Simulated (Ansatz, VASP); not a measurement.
**Si48C47 (V_C) in two plane-wave programs**

Wanted: the spread between two codes on one cell, functional and k mesh. The cell is taken from a series of runs on this material, whose earlier steps may have relaxed, scaled, displaced or heated it; both programs get it as it stands.

Main program and level: Ansatz 0.2.0; plane waves, with VASP 6.6.1 beside it; single point at r2SCAN.

## (1) Set-up

The cell holds 95 atoms: 48 Si and 47 C. Cell: a = 9.242 Å, b = 12.322 Å, c = 12.322 Å, α = 60.0°, β = 60.0°, γ = 60.0°. It derives from SiC (SiC (F-43m)). Nearest the centre at fractional (0.417, 0.562, 0.562): Si28 at 1.85 Å, Si31 at 1.85 Å, Si27 at 1.86 Å, Si43 at 1.87 Å, C72 at 2.96 Å, C77 at 2.96 Å, C90 at 3.00 Å, C59 at 3.00 Å.

## (2) Ansatz: single point, r2SCAN

Ansatz runs on its PAW soft_1 files.

With cell and atoms fixed, the geometry can't cause a difference; cores, projectors, grids and the points listed under the comparison can.

input.yaml reads:

```yaml
crystal:
  checkpoint: "../q0.relax_smeared.run"
  host: checkpoint
basis:
  ecutwfc: 500
  xc_grid: 2
hamiltonian:
  xc: r2scan
  pseudopotentials: { kind: paw, azcp: { folder: soft_1 } }
kpoints:
  mp_grid: { grid: [2, 2, 2], shift: [0.5, 0.5, 0.5] }
scf:
  occupations: { method: fermi_dirac, width: 0.01 }
  max_iter: 100
output:
  forces: true
  eigenvalues: true
  charged_corrections:
    epsilon: 7.06
    static_epsilon: 10.43
    defect_position: [0.416667, 0.5625, 0.5625]
  eigenstates: { localisation: true }
  populations: true
  band_densities: [{ bands: [v1, v1] }, { bands: [c1, c1] }]
  write_density: true
  write_potential: true
  volumetric_format: npy
checkpoint:
  read: "../q0.relax_smeared.run"
  write: "../q0.point.run"
  compress: false
  write_wavefunctions: false
  write_every: 100000
```

Run with:

```sh
$ ansatz run input.yaml --threads 4 --pin off --max-ram 15073MiB --backend cpu --events-out ev --progress --plain --runs-dir out
```

Numbers of over 12 decimals in the logs are rounded to 6 here.

The log of the run:

```text
crystal.checkpoint: the structure is that of <dir>, a `relax` run, at its step 14: its result, under r2scan at a charge of 0 e; 95 atoms read, 0 with a starting moment; crystal.structure_sha256 for this input is
Engine: ansatz 0.2.0, aarch64-unknown-linux-gnu
Pseudopotentials: kind: paw
Pseudopotential: Si, paw, valence charge 4, recommended cutoff 500 eV (meta_gga), soft_1/Si.paw.azcp
Pseudopotential: C, paw, valence charge 4, recommended cutoff 500 eV (meta_gga), soft_1/C.paw.azcp
Functional definition: r2SCAN
  parameter k0 = 0.174
  parameter k1 = 0.065
  parameter a1 = 4.9479
  exchange = r2scan_x(k0 = k0, k1 = k1, a1 = a1)
  correlation = r2scan_c
Crystal: 95 atoms, lattice volume = 992.252 Å³
Basis set: ecut = 500 eV, 25191 PW (Γ), exchange–correlation on 144×180×180 points (8 copies of the dense FFT grid, shifted against one another)
Bands: 285, of which v1, the nominal top of the filled ones, is band 190 counted from 1 (189 counted from 0)
Symmetry: 1 space group operations
Space group: P1 (ITA 1), of the structure as read, at distance tolerance 1.0e-4 Å
k-points: 4 of 8 (time reversal used)
Non-local potential: Si, projectors of the file, l = 0: 2, l = 1: 2, l = 2: 1
Non-local potential: C, projectors of the file, l = 0: 2, l = 1: 2, l = 2: 1
PAW form: soft (Blöchl's): semilocal exchange-correlation on the pseudo side does not see the compensation charge
PAW frozen core: Si, regenerated for the run's functional (the file was generated under x = pbe(κ = 0.804, μ = 0.219515), c = pbe(β = 0.066725))
PAW frozen core: C, regenerated for the run's functional (the file was generated under x = pbe(κ = 0.804, μ = 0.219515), c = pbe(β = 0.066725))
PAW one-centre angular grid: Si, 302 points (default); XC on 160 Gauss nodes
PAW one-centre angular grid: C, 302 points (default); XC on 219 of its mesh's 2255 points in the sphere
Initial density: read from a saved state, or passed on in memory by an earlier SCF of this step, an earlier step, the calling program or the single point that the run made first
Initial wavefunctions: pseudopotential atomic-orbital guess — the wavefunctions supplied were not used: k-point sampling differs
Functional: x = r2scan, c = r2scan; τ floored in thin density (d = 2e-4 eV/Å³)
iter 1 solved again at ethr=2.79e-6 eV; its pass at ethr=3.10e-3 eV (dr2=1.06e-2 eV) is discarded
SCF iter   1: F=—  HF=-42527.231213 eV  |F-HF|=—  |Δ(HF+E_count)|=         —  Δρ=1.22e-3  dr2=1.06e-2  dr2_τ=4.20e-4  ethr=2.79e-6  ⟨swp⟩=9.8  Hψ=9694  notcnv=0  defer=1
preconditioner: auto → Resta (q_TF=auto, 2.325 Å⁻¹)  ε∞=4.3  [insulator: Δε(μ)=0.780 eV  Ē_g=12.641 eV  σ=0.010 eV  W_gap=1.00  n_scr=206 (ndim 8)  ℏωp=23.0 eV  f_vac=0.000  D(μ)=0.00/eV (n_scr^D=0)  ε∞_Penn≈4.3]
SCF iter   2: F=—  HF=-42527.232012 eV  |F-HF|=—  |Δ(HF+E_count)|=   7.98e-4  Δρ=6.92e-4  dr2=2.71e-3  dr2_τ=5.78e-5  ethr=2.78e-6  ⟨swp⟩=3.8  Hψ=1927  notcnv=0
SCF iter   3: F=—  HF=-42527.232587 eV  |F-HF|=—  |Δ(HF+E_count)|=   5.76e-4  Δρ=1.38e-4  dr2=1.53e-4  dr2_τ=2.14e-5  ethr=7.12e-7  ⟨swp⟩=3.0  Hψ=1884  notcnv=0
SCF iter   4: F=—  HF=-42527.232579 eV  |F-HF|=—  |Δ(HF+E_count)|=   8.56e-6  Δρ=2.36e-5  dr2=5.49e-6  dr2_τ=3.15e-7  ethr=4.02e-8  ⟨swp⟩=2.0  Hψ=1681  notcnv=0
SCF iter   5: F=—  HF=-42527.231850 eV  |F-HF|=—  |Δ(HF+E_count)|=   7.29e-4  Δρ=6.02e-6  dr2=4.15e-7  dr2_τ=3.71e-8  ethr=1.44e-9  ⟨swp⟩=2.0  Hψ=1900  notcnv=0
SCF iter   6: F=-42527.231850 eV  HF=-42527.231850 eV  |F-HF|=9.82e-10  |Δ(HF+E_count)|=   1.30e-7  Δρ=1.35e-6  dr2=1.86e-8  dr2_τ=2.12e-9  ethr=2.63e-11  ⟨swp⟩=16.0  Hψ=8874  notcnv=0
SCF 1 converged in 6 iterations: F = -42527.231850 eV  dr2 = 1.86e-8
  greatest PAW one-centre occupation: 0.663 electrons in one spin orbital (limit 2), on the C atom at site 51 (counted from 0), in its partial waves of l = 0
SCF converged after 6 iterations
Free energy (F): -42527.231850 eV
Harris-Foulkes:  -42527.231850 eV  (|F-HF|=9.82e-10)
Internal energy: -42527.231850 eV  (E = F + TS)
E sigma→0 (E₀):  -42527.231850 eV
Fermi energy:    10.981891 eV
--- Per-component energies (eV) ---
  E_band       = 1192.039695
  E_kinetic    = 6320.330154
  E_local      = -4611.711489  (includes V_loc(G=0)·N_el)
  E_nonlocal   = 2088.503355
  E_hartree    = 1580.386730
  E_xc         = -4817.182903
  E_vxc        = -5583.700326  (∫ρ·V_xc dr)
  E_paw        = -29653.889396  (= ΣΔE_a)
  E_vpaw       = -441.605561  (= ΣTr[D̂ρ^β])
  E_aug_tail   = 0.000703  (compensation charges beyond the density's cutoff)
  E_vtau       = 259.446058  (kinetic-family band-sum trace: ∫τ·v_τ [+ j·A + Jᵃ·Aᵃ] dr)
  E_ewald      = -13428.835842
  E_core_change = -4.833161  (= ΣΔE_core)
  E_smearing   = -0.000000  (= −TS)
  E_closure    = 0.000000  (closes the sum)
  Σ components = -42527.231850   (vs F -42527.231850, Δ=0.00e0)
--- Forces (eV/Å), atoms counted from 1 ---
  atom   1  Si     0.05845779    -0.01001635    -0.01004106
[...]
k-point 2: bands = [... 186 lower, 8.7890, 8.9433, 9.0992, 10.5937, 11.6999, 11.8136, 11.8577, 12.3727, ... 91 higher]
  k-point 3: bands = [... 186 lower, 8.7270, 8.9149, 8.9548, 10.5592, 11.3649, 11.4137, 11.8285, 12.0466, ... 91 higher]
--- Löwdin populations: 95 sites ---
  site symbol       q [e]
     0     Si      2.9494
     1      C      4.9707
     2     Si      2.9483
     3      C      4.9689
     4     Si      2.9404
     5      C      4.9747
     6     Si      2.9508
     7      C      4.9697
     8     Si      2.9483
     9      C      4.9689
    10     Si      2.9490
    11      C      4.9736
    12     Si      2.9423
    13      C      4.9681
    14     Si      2.9479
    15      C      4.9711
    16     Si      2.9405
    17      C      4.9747
    18     Si      2.9424
    19      C      4.9681
    20     Si      2.9738
    21      C      4.9197
    22     Si      2.9499
    23      C      4.9631
[...]
87     Si      2.9465
    88      C      4.9689
    89     Si      2.9496
    90      C      4.9709
    91     Si      2.9495
    92      C      4.9679
    93     Si      2.9482
    94      C      4.9740
  spilling = 0.010167 (of n_electrons = 380.000000)
--- Band densities, each state counted as filled ---
  window                                       electrons  max residual (eV)  cut levels
  bands: [v1, v1]                               2.000000             2.7e-9           0
  bands: [c1, c1]                               2.000000             4.7e-4           0
```

## (3) VASP: single point, r2SCAN

The same cell, functional, mesh and smearing now go to VASP, with its own data sets.

Lines of VASP's logs that name or quote its potential files are left out, and so is its time.

INCAR reads:

```
SYSTEM = Si48C47
PREC = Accurate
ENCUT = 580
EDIFF = 1E-06
NELM = 120
ISMEAR = -1
SIGMA = 0.01
LREAL = Auto
ALGO = Normal
METAGGA = R2SCAN
LASPH = .TRUE.
NBANDS = 256
LORBIT = 11
LWAVE = .FALSE.
LCHARG = .FALSE.
ISIF = 2
ISYM = 0
GGA_COMPAT = .FALSE.
EFERMI = MIDGAP
LMIXTAU = .TRUE.
KPAR = 4
```

POSCAR reads:

```
Si48C47
1.0
    0.0000000000      6.5348887282      6.5348887282
    8.7131849710      0.0000000000      8.7131849710
    8.7131849710      8.7131849710      0.0000000000
Si C
48 47
Direct
    0.9995287216      0.0006315454      0.0002524230
    0.0002587553      0.9995000199      0.2503516803
    0.9991114811      0.0005333330      0.5005711741
[... 3 atom lines left out ...]
    0.0020664522      0.2492219062      0.4990866051
[... 1 atom line left out ...]
    0.9991230873      0.5009530915      0.0001481634
    0.0020625986      0.4994674946      0.2488445145
    0.0013795264      0.4993546414      0.4989729853
    0.0015846814      0.5012077209      0.7488626701
[... 2 atom lines left out ...]
    0.0015718102      0.7492586945      0.5008229145
    0.9941143603      0.7528439728      0.7524501516
[... 1 atom line left out ...]
    0.3327697410      0.9972069513      0.2539158820
    0.3334162301      0.0004268324      0.5005920426
[... 1 atom line left out ...]
    0.3327720526      0.2542965126      0.9968275059
[... 1 atom line left out ...]
    0.3340013627      0.2492469748      0.4989983218
    0.3330946652      0.2529762006      0.7481072560
    0.3334255754      0.5009710820      0.0000502431
    0.3340014566      0.4993791073      0.2488613249
    0.3581095321      0.4927958261      0.4923970945
    0.3229993357      0.5204773773      0.7448691693
[... 1 atom line left out ...]
    0.3330936907      0.7484964552      0.2525809773
    0.3229345742      0.7452473965      0.5200962266
    0.3320933896      0.7529888577      0.7526082812
[... 6 atom lines left out ...]
    0.6692472419      0.2468185496      0.4990791162
    0.6658516679      0.2524998075      0.7479324679
[... 1 atom line left out ...]
    0.6692439585      0.4994629015      0.2464347703
    0.6627107829      0.4923993039      0.4920366891
    0.6652318639      0.5010487519      0.7485229413
[... 1 atom line left out ...]
    0.6658430770      0.7483182767      0.2521187194
    0.6652293763      0.7489058173      0.5006664188
[... 8 atom lines left out ...]
    0.0831270336      0.3140730968      0.8117132449
[... 2 atom lines left out ...]
    0.0937278492      0.5618043342      0.5614146936
    0.0763831993      0.5662057766      0.8147308114
[... 1 atom line left out ...]
    0.0831197657      0.8121024853      0.3136878495
    0.0763486566      0.8151293544      0.5658197500
    0.0809149002      0.8142404377      0.8138569703
[... 6 atom lines left out ...]
    0.4197139016      0.3084423784      0.5615485869
    0.4150683890      0.3235474905      0.8039935023
[... 1 atom line left out ...]
    0.4197135193      0.5619350528      0.3080441371
    0.4160600618      0.5662983056      0.8146358376
[... 1 atom line left out ...]
    0.4150601517      0.8043759215      0.3231603190
    0.4160420676      0.8150028223      0.5659148840
[... 6 atom lines left out ...]
    0.7511505402      0.3118394609      0.3114579896
    0.7540900504      0.3076074945      0.5614830022
    0.7492530058      0.3138141403      0.8115142431
[... 1 atom line left out ...]
    0.7540771140      0.5618656693      0.3072354913
    0.7423690093      0.5615002932      0.5611133518
[... 2 atom lines left out ...]
    0.7492458584      0.8118935106      0.3134374061
[... 1 atom line left out ...]
    0.7456179034      0.8146653629      0.8142809192
```

KPOINTS reads:

```
Points of the shifted mesh
8
Reciprocal
 0.2500000000  0.2500000000  0.2500000000 1
 0.2500000000  0.2500000000  0.7500000000 1
 0.2500000000  0.7500000000  0.2500000000 1
 0.2500000000  0.7500000000  0.7500000000 1
 0.7500000000  0.2500000000  0.2500000000 1
 0.7500000000  0.2500000000  0.7500000000 1
 0.7500000000  0.7500000000  0.2500000000 1
 0.7500000000  0.7500000000  0.7500000000 1
```

PAW data sets: Si and C (PBE family, release 64).

Run with:

```sh
$ mpirun -np 8 vasp_std
```

The log of the run:

```text
[banner, memory and clock lines left out]
running    8 mpi-ranks, on    1 nodes
[...]
|                                                                             |
|           W    W    AA    RRRRR   N    N  II  N    N   GGGG   !!!           |
|           W    W   A  A   R    R  NN   N  II  NN   N  G    G  !!!           |
|           W    W  A    A  R    R  N N  N  II  N N  N  G       !!!           |
|           W WW W  AAAAAA  RRRRR   N  N N  II  N  N N  G  GGG   !            |
|           WW  WW  A    A  R   R   N   NN  II  N   NN  G    G                |
|           W    W  A    A  R    R  N    N  II  N    N   GGGG   !!!           |
|                                                                             |
|     For optimal performance we recommend to set                             |
|       NCORE = 2 up to number-of-cores-per-socket                            |
|     NCORE specifies how many cores store one orbital (NPAR=cpu/NCORE).      |
|     This setting can greatly improve the performance of VASP for DFT.       |
[...]
|               ----> ADVICE to this user running VASP <----                  |
|                                                                             |
|     You enforced a specific xc type in the INCAR file but a different       |
|     [... a line on the potential file left out ...]
|     I HOPE YOU KNOW WHAT YOU ARE DOING!                                     |
|                                                                             |

 LDA part: xc-table for (None), standard interpolation
 POSCAR, INCAR and KPOINTS ok, starting setup
[...]
entering main loop
       N       E                     dE             d eps       ncg     rms          rms(c)
DAV:   1     0.107213340906E+04    0.10721E+04   -0.19102E+05  4096   0.151E+03
DAV:   2    -0.908233663699E+03   -0.19804E+04   -0.18691E+04  5016   0.255E+02
DAV:   3    -0.105178805707E+04   -0.14355E+03   -0.14193E+03  4968   0.639E+01
DAV:   4    -0.105508212901E+04   -0.32941E+01   -0.32782E+01  4928   0.105E+01
[...]
DAV:  19    -0.912848285365E+03   -0.26669E-04   -0.11143E-04  4864   0.173E-02    0.272E-02
DAV:  20    -0.912848345135E+03   -0.59770E-04   -0.17235E-05  4400   0.111E-02    0.111E-02
DAV:  21    -0.912848344213E+03    0.92179E-06   -0.11317E-06  2456   0.238E-03
   1 F= -.91284834E+03 E0= -.91284834E+03  d E =-.230036E-17
```

From OUTCAR (step 3):

```text
  FREE ENERGIE OF THE ION-ELECTRON SYSTEM (eV)
  ---------------------------------------------------
  free  energy   TOTEN  =      -912.8483442131 eV

  energy  without entropy=     -912.8483442131  energy(sigma->0) =     -912.84834421
```

The run ends at a pressure of -0.63 GPa, with forces up to 0.16 eV/Å.

## (4) Comparison

Known differences besides the potentials themselves: VASP keeps PBE cores, Ansatz makes them for the functional; the cutoff is 500 eV in Ansatz and 580 eV in VASP (PREC = Accurate, projectors in real space). Total energies have different zeros and are not compared.

Compared:

```tsv
quantity	Ansatz	VASP	difference
gap on the k mesh (eV)	0.771	0.784	-0.013
```

Forces on 8 of the 95 atoms, those with the largest forces and the largest differences (eV/Å; atoms numbered as in POSCAR):

```tsv
atom	Ansatz x, y, z	VASP x, y, z
Si27	0.044, -0.018, -0.019	0.029, -0.024, -0.027
Si28	0.057, -0.058, 0.139	0.074, -0.052, 0.134
Si31	0.057, 0.147, -0.050	0.072, 0.141, -0.043
Si33	0.076, -0.029, -0.029	0.072, -0.029, -0.030
Si39	0.021, -0.012, -0.087	0.022, -0.009, -0.088
Si42	0.020, -0.087, -0.011	0.021, -0.087, -0.008
C71	-0.077, 0.039, 0.005	-0.076, 0.044, 0.004
C74	-0.076, 0.006, 0.039	-0.075, 0.005, 0.045
```

The forces differ by 3.2 meV/Å r.m.s., which is 9.1 % of the r.m.s. force of 0.035 eV/Å (both taken over all components). A gap on the mesh is an upper bound, since the band edges may lie between its points.

## (5) Outcome

```
r.m.s. force difference (single point, r2SCAN) : 3.2 meV/Å
```

What this shows: The r.m.s. force difference is 3.2 meV/Å (single point, r2SCAN), within the 12 meV/Å picked in this series as the mark of a large difference. Such differences can come from data sets, numerical settings and the points named under the comparisons, not from the functional's error against experiment.

[Lines on the potential files, build, host, timing and source positions are cut from VASP's logs without a mark.]

[Logs are printed without paths, hosts, clocks, repeated set-up lines and the standing remarks that a program may print on its own settings, such as how far it seeks lower states.]

[Hosts, paths, dates, database ids (printed as entryN), source tags and the programs' standing remarks are cut or masked in the printed files.]
